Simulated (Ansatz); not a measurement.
`O[SiH](F)[SiH3]` + `F[C](F)F`• → `O[SiH](F)[SiH2]`• + `FC(F)F` at 298.15 K and 1 bar (hydrogen abstraction from the Si–H bond).

Calculated with Ansatz (gas phase, PBE0-D4/def2-TZVP geometries, no zero-point term in ΔE). CBS: MP2 limit from def2 TZ/QZ plus the TZ coupled-cluster correction, frozen cores. This one scheme is used for every species. No spin–orbit coupling; open shells (•) take unrestricted orbitals. Each species was taken in one conformer, which may not be the lowest.

```
           species  CCSD(T)/CBS energy (Eh)  H − E (kJ/mol)  S (J/(mol·K))
 `O[SiH](F)[SiH3]`               -756.23815           153.8          340.1
       `F[C](F)F`•               -337.34656            43.9          264.3
`O[SiH](F)[SiH2]`•               -755.58857           129.3          343.9
          `FC(F)F`               -338.02896            78.4          259.5
```

H − E and S are ideal-gas, rigid-rotor, harmonic terms from PBE0-D4/def2-TZVP, for one conformer and one mirror image of each species, with the whole ground term of open shells counted as degenerate. 1 Eh = 2625.50 kJ/mol, R = 8.31446 J/(mol·K).

Problem. By hand: ΔE, ΔH, ΔS and ΔG.

Solution. ΔE = (-755.58857) + (-338.02896) − (-756.23815) − (-337.34656) = -0.03282 Eh = -86.2 kJ/mol. Δ(H − E) = 129.3 + 78.4 − 153.8 − 43.9 = 10.0, so ΔH = -76.2 kJ/mol. ΔS = 343.9 + 259.5 − 340.1 − 264.3 = -1.0 J/(mol·K). ΔG = -76.2 − 298.15 × (-1.0)/1000 = -75.9 kJ/mol.

Problem. By hand: the equilibrium constant, and the temperature at which ΔG would vanish if ΔH and ΔS stayed fixed.

Solution. log₁₀ K = −ΔG/(RT ln 10) = 13.3. ΔG = 0 at ΔH/ΔS = 76200 K, far beyond where these terms or the molecules hold.

The number of gas molecules stays the same, so ΔS is small and ΔH decides. A doubt of 5 kJ/mol in ΔE shifts log₁₀ K by 0.9 here. Other conformers and mirror images would add mixing entropy, several J/(mol·K) or more a flexible species. These are equilibria of isolated gas molecules and say nothing of rates. Largest T1 diagnostic: 0.014 (customary marks: 0.02 for closed shells, 0.045 for open ones).
